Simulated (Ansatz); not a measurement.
## Straining Si2Mo

Theory: Ansatz, DFT PBEsol, scalar-relativistic, plane waves, PAW. (420 eV cutoff, 12×12×6 k-mesh, Gaussian smearing of 0.10 eV, no spin polarisation)

The relaxed crystal:

```
CELL_PARAMETERS angstrom
3.19007 0.00000 0.00000
0.00000 3.19007 0.00000
0.00000 0.00000 7.82138
ATOMIC_POSITIONS crystal
Si 0.00000 0.00000 0.33506
Si 0.50000 0.50000 0.16494
Si 0.50000 0.50000 0.83506
Si 0.00000 0.00000 0.66494
Mo 0.00000 0.00000 0.00000
Mo 0.50000 0.50000 0.50000
```

Deformation: biaxial strain in the a-b plane, with the length and tilt of c and the atoms relaxed, all within the symmetry that the strain leaves. Energies are extrapolated to zero smearing. On this cell's mesh the reference holds a stress of up to 0.12 GPa.

```
strain (%)  ΔE (meV/atom) a (Å) b (Å) c (Å)
      -4.5           92.5  3.047  3.047  7.986
      -3.0           40.2  3.094  3.094  7.923
      -1.5           10.0  3.142  3.142  7.867
      +0.0            0.0  3.190  3.190  7.821
      +1.5            8.9  3.238  3.238  7.780
      +3.0           34.7  3.286  3.286  7.745
      +4.5           75.4  3.334  3.334  7.713
```

(1) What stiffness (1/V) d²E/dε² at zero strain does a cubic fit over all points give?

(2) How does the free axis c answer a small strain?

Results:

(1) A cubic fit gives (1/V) d²E/dε² = 1000 GPa at zero strain (twice the biaxial modulus).

(2) Between the innermost points its strain is -0.37 times the applied one.